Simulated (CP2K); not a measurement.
## CdSe under changes of volume

One of the cells (28.942 Å³/atom); the others are scaled copies at fixed shape and fractional positions:

```
Cd Se
1.0
     4.34202    0.00000    0.00000
     2.17101    3.76030    0.00000
     2.17101    1.25343    3.54524
Cd Se
1 1
Direct
  0.00000 0.00000 0.00000
  0.25000 0.25000 0.25000
```

Measurements of this composition are mostly on another form, of space group No. 186.

- Program: CP2K 2026.2
- Functional: RPBE
- Dispersion: D3
- Potentials or basis: POTENTIAL_UZH Cd GTH-PBE-q12, Se GTH-PBE-q6; TZVP-MOLOPT-PBE-GTH basis
- Density cutoff: 6123 eV
- k mesh: 8 × 8 × 8
- Occupations: fermi-dirac, width 0.0259 eV
- Spin: no spin polarisation

| volume (Å³/atom) | energy over the lowest point (meV/atom) | pressure (GPa) | gap on the mesh (eV) |
| --- | --- | --- | --- |
| 27.206 | 21.10 | 3.7 | 0.83 |
| 27.784 | 9.96 | 2.5 | 0.78 |
| 28.363 | 3.10 | 1.4 | 0.74 |
| 28.942 | 0.00 | 0.4 | 0.70 |
| 29.521 | ? | ? | ? |
| 30.100 | 3.44 | -1.3 | 0.61 |
| 30.679 | 9.27 | -1.9 | 0.57 |

Problem. What does the run at 29.521 Å³/atom give?

Solution. Energy over the lowest point 0.24 meV/atom; pressure -0.5 GPa; gap on the mesh 0.65 eV.

Worked out: A Birch-Murnaghan fit of order 3 (a polynomial in V^(-2/3)) to the other rows has its minimum at 29.18 Å³/atom with B0 = V·E''(V) = 44 GPa and B' = 5.2. It gives 0.24 meV/atom at 29.521 Å³/atom, against the run's 0.24, and -dE/dV = -0.5 GPa, against -0.5. A straight line through the other rows of the gap, of slope -2.15 eV per unit of ln V (its deformation potential), gives 0.65 eV, against the run's 0.65.

Energies are extrapolated to zero smearing.

Caveats: the potentials were made for another functional, which shifts forces and pressure; the basis of atomic orbitals isn't converged, which shifts pressures, moduli and gaps.

Spin-orbit coupling on Cd, Se is left out.
